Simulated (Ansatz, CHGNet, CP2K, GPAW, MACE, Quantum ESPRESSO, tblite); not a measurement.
## Finding the fault: CP2K, twisted Janus MoSSe bilayer, 38.21° (42 atoms)

Program: CP2K 2026.2, a calculation on a cell of 14 Mo, 14 S and 14 Se, with vacuum.

Input file input.inp:

```
&GLOBAL
  PROJECT cell
  RUN_TYPE ENERGY_FORCE
  PRINT_LEVEL LOW
&END GLOBAL
&FORCE_EVAL
  METHOD QS
  &DFT
    BASIS_SET_FILE_NAME BASIS_MOLOPT
    POTENTIAL_FILE_NAME GTH_POTENTIALS
    &MGRID
      CUTOFF 600
      REL_CUTOFF 50
      NGRIDS 5
    &END MGRID
    &QS
      EPS_DEFAULT 1.0E-12
    &END QS
    &SCF
      SCF_GUESS ATOMIC
      EPS_SCF 1.0E-06
      MAX_SCF 25
      &OT
        MINIMIZER DIIS
        PRECONDITIONER FULL_ALL
        ENERGY_GAP 0.001
      &END OT
      &OUTER_SCF
        EPS_SCF 1.0E-06
        MAX_SCF 2
      &END OUTER_SCF
      &PRINT
        &RESTART OFF
        &END RESTART
      &END PRINT
    &END SCF
    &XC
      &XC_FUNCTIONAL PBE
      &END XC_FUNCTIONAL
    &END XC
    &PRINT
      &MULLIKEN ON
      &END MULLIKEN
      &HIRSHFELD ON
        SHAPE_FUNCTION DENSITY
      &END HIRSHFELD
      &MO_CUBES
        NHOMO 1
        NLUMO 4
        WRITE_CUBE F
      &END MO_CUBES
    &END PRINT
  &END DFT
  &SUBSYS
    &CELL
      A 8.51930 0.00000 0.00000
      B -4.25965 7.37793 0.00000
      C 0.00000 0.00000 23.69000
    &END CELL
    &COORD
      SCALED
      Mo 0.19115 0.24890 0.36734
      S 0.23121 0.04061 0.43094
      Se 0.24426 0.04961 0.29715
      Mo 0.33475 0.66524 0.36827
      S 0.38232 0.47576 0.43467
      Se 0.37834 0.47913 0.29801
      Mo 0.47855 0.09634 0.36879
      S 0.52956 0.92057 0.43396
      Se 0.52920 0.89870 0.29432
      Mo 0.62024 0.52528 0.37019
[... 28 atom lines left out ...]
      Se 0.80768 0.04680 0.56787
      Mo 0.89920 0.52836 0.63866
      S 0.95102 0.76298 0.70469
      Se 0.95096 0.75778 0.56693
    &END COORD
    &KIND Mo
      BASIS_SET cc-pVDZ
      POTENTIAL GTH-PBE-q14
    &END KIND
    &KIND S
      BASIS_SET DZVP-MOLOPT-SR-GTH-q6
      POTENTIAL GTH-PBE-q6
    &END KIND
    &KIND Se
      BASIS_SET DZVP-MOLOPT-SR-GTH-q6
      POTENTIAL GTH-PBE-q6
    &END KIND
  &END SUBSYS
  &PRINT
    &FORCES ON
    &END FORCES
  &END PRINT
&END FORCE_EVAL
```

On the command line:

```sh
$ OMP_NUM_THREADS=2 cp2k.psmp -i input.inp > output.txt
```

The log of the run:

```text
CP2K| version string:                                       CP2K version 2026.2
 CP2K| Input file name                                                 input.inp
 GLOBAL| Basis set file name                                        BASIS_MOLOPT
 GLOBAL| Potential file name                                      GTH_POTENTIALS
 GLOBAL| Run type                                                   ENERGY_FORCE
 GLOBAL| Total number of message passing processes                             1
 GLOBAL| Number of threads for this process                                    2
 *   ___                                                                       *
 *  /   \                                                                      *
 * [ABORT]                                                                     *
 *  \___/  The requested basis set <cc-pVDZ> for element <Mo> was not found in *
 *    |                     the basis set files <BASIS_MOLOPT>                 *
 *  O/|                                                                        *
 * /| |                                                                        *
```

The job ended after 0.6 s (2 threads of Arm Neoverse V1, shared host; peak memory 0.15 GiB).

Banners, paths, timers and routine set-up lines are dropped from the logs unmarked, and long logs keep their key lines alone; longer cuts are marked.

**Question.** Which part of the input is at fault, and how is it mended?

A basis that the file lacks: basis cc-pVDZ for Mo. Mend: name a basis that the basis file holds for this element.

The program stopped at the start.

[Also dropped from logs without a mark: logging warnings of Python, and SIESTA's first energy breakdown and zero terms.]

[Logs are printed without paths, hosts, clocks, repeated set-up lines and the standing remarks that a program may print on its own settings, such as how far it seeks lower states.]

[Hosts, paths, dates, database ids (printed as entryN), source tags and the programs' standing remarks are cut or masked in the printed files.]
